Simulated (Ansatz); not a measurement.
CdTe in the zincblende structure, relaxed with r2SCAN, was run in Ansatz 0.2.0 under altered settings. All numbers are computed, without spin polarisation but where a row says otherwise.

```
CELL_PARAMETERS angstrom
0.00000 3.27996 3.27996
3.27996 0.00000 3.27996
3.27996 3.27996 0.00000
ATOMIC_POSITIONS crystal
Cd 0.00000 0.00000 0.00000
Te 0.25000 0.25000 0.25000
```

The base run's other keys:
```yaml
kpoints:
  mp_grid: { grid: [4, 4, 4] }
hamiltonian:
  xc: hse06
scf:
  occupations: { method: fixed }
  n_extra_bands: 4
```

It takes 12 iterations with 1411 plane waves at 420 eV and 8 k points, and leaves a mean stress of +0.24 GPa. The gap over this mesh is 1.527 eV. It ran on 4 threads of Arm Neoverse N1, on a shared host.

Outcomes, with energy and stress as changes against the base:
```csv
setting,outcome,ΔF (meV/atom),Δ mean stress (GPa),gap on the mesh (eV),iterations,wall time
"PBE hybrid, exx coeff 0.15, omega 0.2078 1/Å",converged,–,+0.4,1.163,11,15 s
"PBE hybrid, exx coeff 0.75, omega 0.3 1/Å",converged,–,-1.1,2.949,17,19 s
scf.exx.ecutfock_ratio: 4,converged,0.0,0.0,1.527,12,15 s
scf.exx.ecutfock_ratio: 1,converged,+64,0.0,1.526,12,12 s
scf.occupations: methfessel_paxton 0.001,converged,0.0,0.0,1.527,12,15 s
```
A dash marks a value that wasn't obtained or can't be compared. Stress is positive in compression. The base took 15 s.

- PBE hybrid, exx coeff 0.15, omega 0.2078 1/Å. That is 15 % exact exchange, screened with ω = 0.2078 1/Å, against HSE06's 25 % screened at 0.208 1/Å. The mean stress moves by +0.4 GPa and the gap on the mesh by -0.364 eV (to 1.163). Totals of different functionals aren't comparable.
- PBE hybrid, exx coeff 0.75, omega 0.3 1/Å. That is 75 % exact exchange, screened with ω = 0.3 1/Å, against HSE06's 25 % screened at 0.208 1/Å. The mean stress moves by -1.1 GPa and the gap on the mesh by +1.422 eV (to 2.949). Totals of different functionals aren't comparable.
- scf.exx.ecutfock_ratio: 1. The free energy moves by +64 meV an atom, the mean stress by 0.0 GPa and the gap on the mesh by -0.001 eV (to 1.526). The result is sensitive to this setting.

Within 1 meV an atom, 0.1 GPa and 0.005 eV of the base stay: scf.exx.ecutfock_ratio: 4; scf.occupations: methfessel_paxton 0.001.

Spin-orbit coupling is left out, which matters wherever the heavy atoms make up the band edges.

The stress of a hybrid is loosely converged in these runs.

The meshes of the hybrids are coarse, so their gaps aren't converged to the digits shown.
